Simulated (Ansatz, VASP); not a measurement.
**Mg2B3: VASP beside Ansatz**

```
Mg B
1.0
     3.89411    0.00000    0.00000
    -1.94705    3.37240    0.00000
     0.00000    0.00000    4.66074
Mg B
2 3
Direct
  0.66667 0.33333 0.50000
  0.33333 0.66667 0.00000
  0.00000 0.00000 0.67415
  0.00000 0.00000 0.32585
  0.66667 0.33333 0.00000
```

Change from the starting cell: species swapped into the Fe3Ge2 type (P-6m2, No. 187).

Alike in both runs: functional PBE; k mesh 12 × 12 × 8; occupations gaussian, width 0.1 eV; no spin polarisation.

Ansatz relaxed the structure, and its values are those at the end. VASP's run is a single point on that final structure, the one shown.

|  | VASP | Ansatz |
| --- | --- | --- |
| version | VASP 6.6.1 | Ansatz 0.2.0 |
| potentials or method | VASP PAW PBE potentials, release 64 (Mg, B) | scalar-relativistic, plane waves, PAW |
| plane-wave cutoff (eV) | 520 | 420 |
| valence electrons in the cell | 13 | 29 |

|  | VASP | Ansatz | Ansatz less VASP |
| --- | --- | --- | --- |
| gap on the k mesh at the Fermi level (eV) | none | none | - |
| pressure (GPa) | -0.1 | 0.0 | +0.13 |
| rms of the force components (eV/Å) | 0.005 | 0.002 | -0.0038 |

A gap of «none» marks a metal or a gap that the smearing closes. The two sets of potentials don't hold the same shells in valence.
